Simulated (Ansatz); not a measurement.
## Te: pressure against volume scale

Results calculated with Ansatz 0.2.0, not measured. Periodic Kohn-Sham DFT of a crystal at fixed atoms, scaled to volume_scale times the given cell; pressure positive in compression, energy less spherical unpolarised free atoms, largest_vzz the field gradient of largest size among the nuclei.

The cell before it is scaled or strained (space group Im-3m, No. 229):
```
Te
1.0
     -1.9262     1.9262     1.9262
      1.9262    -1.9262     1.9262
      1.9262     1.9262    -1.9262
Te
1
Direct
  0.00000 0.00000 0.00000
```

Settings of every row: method frozen-core PAW; functional PBE; relativity scalar; k mesh 14x14x14; filling fermi-dirac; smearing width 0.05 eV; wave cutoff 420 eV; paw set soft_2.

Atom start moment: 0 on all atoms.

Limits: no spin-orbit coupling on heavy atoms; the cell comes from a prototype or a list of computed structures and needn't be the stable phase.

| row | volume scale | V (Å³/atom) | pressure (GPa) |
| --- | --- | --- | --- |
| 1 | 0.9405 | 26.886 | 3.919 |
| 2 | 0.97 | 27.729 | ? |
| 3 | 1 | 28.587 | 0.028 |
| 4 | 1.03 | 29.444 | -1.476 |
| 5 | 1.06 | 30.302 | -2.737 |

Question: what pressure should row 2 give?

Worked fit of pressure. Take u = (V_r/V)^(2/3) − 1 with V_r = 29.015 Å³ an atom, which is twice the finite (Eulerian) strain; such expansions in the strain, on which the Birch-Murnaghan equation of state is built, carry the rest volume and the bulk modulus. The shown rows have u = 0.05212, 0.00996, -0.00974, -0.02852. Least squares give pressure = −0.7574 + 76.565 × u + 252.32 × u² GPa; a straight line predicts inner rows, each left out in turn, worse (root mean square 0.25 against 0.0064 GPa). The rows lie off it by 0.000, -0.002, 0.003, -0.001. The pressure vanishes at u = 0.0096, or V = 28.6 Å³ an atom, and there the bulk modulus at fixed shape and fractions is B = −V dP/dV = (2/3)(1 + u) dP/du = 54.8 GPa. The withheld row has u = 0.03068, so the fit gives −0.7574 + 76.565 × (0.03068) + 252.32 × (0.03068)² = 1.829 GPa.

The calculation gave 1.82 GPa. The fit lies 0.009 GPa (0.14 % of the column's range) above it; its largest miss of a shown row is 0.003 GPa.
